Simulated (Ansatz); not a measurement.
**LDA, PBE, PBEsol and r²SCAN on Hf**

```
Hf
1.0
     0.00000    2.22000    2.22000
     2.22000    0.00000    2.22000
     2.22000    2.22000    0.00000
Hf
1
Direct
  0.00000 0.00000 0.00000
```

The cell is COD entry 1534929, as deposited and not checked against the literature; nothing was relaxed.

Spin–orbit coupling is left out, though it moves levels of the heavy atoms by tenths of an eV or more.

One fixed cell is solved with several functionals by PAW (frozen-core files) in Ansatz 0.2.0, scalar-relativistically. A positive pressure means that the functional wants a larger cell.

The PAW files were made with PBE; their cores are remade for each functional.

Settings: a Γ-centred 16×16×16 k mesh, Fermi–Dirac smearing of 0.03 eV, cutoff 420 eV, no spin polarisation.

Cutoffs: PBE 420 eV, LDA 420 eV, PBEsol 420 eV, r²SCAN 500 eV.

Question: Order the settings by the pressure that they give at this fixed cell, lowest first.
A. PBEsol
B. r²SCAN
C. PBE
D. LDA

Answer: D (-5.78 GPa), A (-1.62 GPa), B (2.80 GPa), C (3.16 GPa).

```csv
setting,P (GPa),"lowest level at Γ above −25 eV, from the valence-band top or, without a gap, the Fermi level (eV)"
PBE,3.16,-11.62
LDA,-5.78,-11.68
PBEsol,-1.62,-11.60
r²SCAN,2.80,-11.83
```
